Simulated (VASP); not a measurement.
BN: relaxation of cell and atoms with PBEsol

The system is BN.

```
B N
1.0
     0.00000    3.49532    2.16609
     1.25163    0.00000    2.16609
     1.25163    3.49532    0.00000
B N
1 1
Direct
  0.00005 0.00005 0.99995
  0.66665 0.66665 0.33335
```

Measurements of this composition are mostly on another form, of space group No. 194.

```yaml
Program: VASP 6.6.1
Task: relaxation of cell and atoms
Functional: PBEsol
Potentials_or_basis: VASP PAW PBE potentials, release 64 (B, N)
Cutoff: 600 eV
k_mesh: 12 × 12 × 12
Occupations: gaussian, width 0.02 eV
Spin: no spin polarisation
Further_INCAR_settings: ALGO = Fast; EDIFF = 1e-07; IBRION = 2; EDIFFG = -0.005; NSW = 90; ISIF = 3
```

| Item | Value |
| --- | --- |
| Relaxed volume | 9.49 Å³/atom |
| Relaxed cell | a = 4.113 Å, b = 2.504 Å, c = 3.713 Å, α = 80.28°, β = 36.88°, γ = 62.84° |
| Space group after relaxing (to 0.05 Å) | Fmm2 (No. 42) |
| Energy gained by relaxing | 0.1 meV/atom |
| Ionic steps | 3 |
| Pressure after relaxing | 0.0 GPa |
| Largest force after relaxing | 0.004 eV/Å |
| Band gap on the k mesh | 3.73 eV, indirect (least direct gap 4.48 eV) |

Forces in eV/Å, atoms in the order of the input:
```
B    0.000  0.000 -0.004
N    0.000  0.000  0.004
```

The path:
```
step  energy change (eV)  largest force (eV/Å)  pressure (GPa)  volume (Å³)
   1              0.0000                0.0101            0.67        18.95
   2              0.0003                0.0315           -1.33        19.06
   3             -0.0001                0.0043            0.00        18.99
```

Final structure:
```cif
data_structure
_symmetry_space_group_name_H-M 'P 1'
_symmetry_Int_Tables_number 1
_cell_length_a 4.1131
_cell_length_b 2.5042
_cell_length_c 3.7129
_cell_angle_alpha 80.281
_cell_angle_beta 36.878
_cell_angle_gamma 62.841
_cell_volume 18.99
loop_
_atom_site_label
_atom_site_type_symbol
_atom_site_fract_x
_atom_site_fract_y
_atom_site_fract_z
_atom_site_occupancy
B1 B 0.00009 0.00009 0.99991 1
N1 N 0.66661 0.66661 0.33339 1
```

Levels at points of the mesh, in eV from the valence-band top:
```
           k point  band 2  band 3  band 4  band 5  band 6  band 7
(0.00, 0.00, 0.00)   -4.50   -1.40   -1.40    4.67   11.43   11.51
(0.50, 0.00, 0.00)   -8.99   -4.21   -1.02    4.54    9.72   13.11
(0.50, 0.50, 0.00)   -9.09   -4.20   -0.52    5.71    9.29   12.00
(0.50, 0.00, 0.50)   -6.17   -1.42   -1.39    9.43   11.40   11.46
(0.00, 0.50, 0.50)   -8.89   -4.24   -1.48    3.73    9.80   14.29
```

Run time: 46 s on 1 thread of Intel(R) Xeon(R) 6975P-C (Granite Rapids), on a shared host, peak memory 0.19 GiB.

Caveat: the PAW data sets were made with another functional, which shifts forces and pressure a little. A k mesh can miss the band edges.
